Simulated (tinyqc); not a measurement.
Worked calculation: Pariser-Parr-Pople SCF with singles CI, for the molecule Nc1ccccc1 (SMILES; centres numbered as the heavy atoms are written). One step of it, computed by the program tinyqc.

Task: Iteration 2: orbitals and new P. Diagonalise F (the basis is taken as orthonormal) and form P = 2 sum c c over the lowest orbitals.

F (eV), lower triangle:
```
,1N,2C,3C,4C,5C,6C,7C
1N,-6.727932
2C,-5.238938,-7.273848
3C,0.909949,-4.179204,-6.393474
4C,0.166435,0.021564,-4.952978,-5.005577
5C,-0.470139,0.492705,0.350767,-4.731522,-5.630245
6C,0.166435,0.021564,0.682119,-0.088662,-4.731522,-5.005577
7C,0.909949,-4.179204,-0.304396,0.682119,0.350767,-4.952978,-6.393474
```

pi electrons, sum of z_r less the charge = 8

Give: orbital energies; P after iteration 2.

Result:

orbital energies (eV): -15.0957  -12.2736  -11.1685  -8.0930  0.1625  0.5794  3.4588

P after iteration 2, lower triangle:
```
,1N,2C,3C,4C,5C,6C,7C
1N,1.4336
2C,0.6969,1.1183
3C,-0.3427,0.4775,1.2154
4C,-0.0839,-0.0065,0.7002,0.9368
5C,0.2780,-0.2102,-0.1364,0.6406,1.1437
6C,-0.0839,-0.0065,-0.2945,0.0402,0.6406,0.9368
7C,-0.3427,0.4775,0.1120,-0.2945,-0.1364,0.7002,1.2154
```
